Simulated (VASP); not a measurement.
CeO: single point with PBEsol+U

CeO:

```
Ce O
1.0
     0.00000    2.63318    2.63318
     2.63318    0.00000    2.63318
     2.63318    2.63318    0.00000
Ce O
1 1
Direct
  0.00000 0.00000 0.00000
  0.25000 0.25000 0.25000
```

The cell comes from a database or a generator and needn't be the stable form of this composition.

```json
{"Program": "VASP 6.6.1", "Task": "single point", "Functional": "PBEsol", "Potentials or basis": "VASP PAW PBE potentials, release 64 (Ce, O)", "Cutoff": "520 eV", "k mesh": "6 × 6 × 6", "Occupations": "gaussian, width 0.05 eV", "Spin": "collinear spin, ferromagnetic start", "Starting moments": "[1.0, 0.0] μB", "Fixed moment": "1 μB", "Hubbard terms": "Ce f U = 4 eV"}
```

* Pressure: 17.0 GPa
* Net moment: 1.00 μB per cell
* Site moments: Ce +0.92; O -0.04 μB
* Valence electrons inside the program's atomic spheres: Ce 9.83; O 5.03

Eigenvalues of the final occupation matrices:
| site | spin | trace | eigenvalues |
| --- | --- | --- | --- |
| site 1 f | 1 | 0.95 | 0.01 0.01 0.01 0.02 0.02 0.02 0.86 |
| site 1 f | 2 | 0.11 | 0.01 0.01 0.01 0.01 0.01 0.01 0.04 |

Run time: 20 s on 1 thread of Intel(R) Xeon(R) 6975P-C (Granite Rapids) (shared host), peak memory 0.19 GiB.

Caveat: the magnetic or orbital state may not be the lowest; the PAW data sets were made with another functional, which shifts forces and pressure a little; spin-orbit coupling is left out, which moves the levels of the heavy elements; the total moment is fixed, so each spin has its own Fermi level. The state reached can hang on the start; a lower one may exist.
